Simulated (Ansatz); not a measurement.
# Mg3Sb2: pressure against volume

Mg3Sb2, P-3m1, a = 4.569 Å, c = 7.240 Å. The structure is a COD entry; whether it is the stable form wasn't checked. Ansatz: r2SCAN, PAW, 500 eV, Γ-centred 6×6×4 mesh on 5 atoms, Gaussian smearing 0.02 eV; no spin polarisation. Shape and atoms are relaxed at each volume; pressure is positive in compression.

```tsv
V (Å³/atom)	P (GPa)
23.040	7.66
23.825	?
24.611	3.23
25.396	1.49
26.182	0.00
26.967	-1.28
27.753	-2.37
28.800	-3.58
```

Task: Take V0 = 26.182 Å³/atom, fit the third-order Birch–Murnaghan form to the other rows, and predict the missing pressure.

Result: With the Eulerian strain f = ½[(V0/V)^(2/3) − 1] and y = P/[3f(1 + 2f)^(5/2)], the form is the line y = B0 + 1.5 B0 (B0′ − 4) f. Rows (f, y): 0.04448, 46.4; 0.02106, 46.1; 0.01026, 46.0; -0.00975, 46.0; -0.01905, 45.7; -0.03078, 45.4. Means f = 0.002703, y = 45.933; Σ(Δf)² = 0.003889, ΣΔfΔy = 0.04516; the slope is their ratio. y = 45.90 + 11.61 f GPa, so B0 = 45.9 GPa and B0′ = 4 + 2 × (11.61)/(3 × 45.90) = 4.17. At V = 23.825, f = 0.03246, y = 46.28 and P = 5.27 GPa. The run gave 5.27 GPa, the same to the digits shown.